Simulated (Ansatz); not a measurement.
Ni:

```
CELL_PARAMETERS angstrom
0.00000 1.73757 1.73757
1.73757 0.00000 1.73757
1.73757 1.73757 0.00000
ATOMIC_POSITIONS crystal
Ni 0.00000 0.00000 0.00000
```

```yaml
Program: Ansatz 0.2.0
Task: relaxation of cell and atoms
Functional: HF
Potentials_or_basis: Ansatz PAW
Cutoff: "420 eV (not typed: the program's choice for these potentials)"
k_mesh: 7 × 7 × 7
Occupations: fermi-dirac, width 0.05 eV
Spin: collinear spin, ferromagnetic start
Starting_moments: "[1.0] μB"
```

At the start: volume 10.49 Å³/atom.

**Question.** How do energy, volume and symmetry change on relaxing?

**Answer.** It ends after 10 steps and the volume is 12.73 Å³/atom (+21.4 %); space group Fm-3m (No. 225, to 0.05 Å); moment 0.99 μB per cell.

The path:
```
step  energy change (eV)  largest force (eV/Å)  volume (Å³)
   1              0.0000                0.0000        10.49
   2             -0.1219                0.0000        11.32
   3             -0.1804                0.0000        12.44
   4             -0.1808                0.0000        12.86
   5             -0.1795                0.0000        12.96
   6             -0.2125                0.0000        12.96
   7             -0.2182                0.0000        12.72
   8             -0.2131                0.0000        12.72
   9             -0.2130                0.0000        12.73
  10             -0.2137                0.0000        12.73
```

Final structure:
```
Ni
1.0
     0.00000    1.85344    1.85344
     1.85344    0.00000    1.85344
     1.85344    1.85344    0.00000
Ni
1
Direct
  0.00000 0.00000 0.00000
```

Caveat: the k mesh is coarse (spacing up to 0.45 Å⁻¹), so the values aren't converged, least of all with exact exchange; the magnetic or orbital state may not be the lowest; the volume moved by over 15 % at a fixed basis, so the end points are rough; the plane-wave basis is chosen anew once the cell has moved, so the energies of steps on either side of that aren't comparable; the pressure holds a Pulay correction of +2.9 GPa for the finite cutoff; the PAW data sets come from PBE, with cores solved anew for the run's functional, which leaves a small shift of forces and pressure.
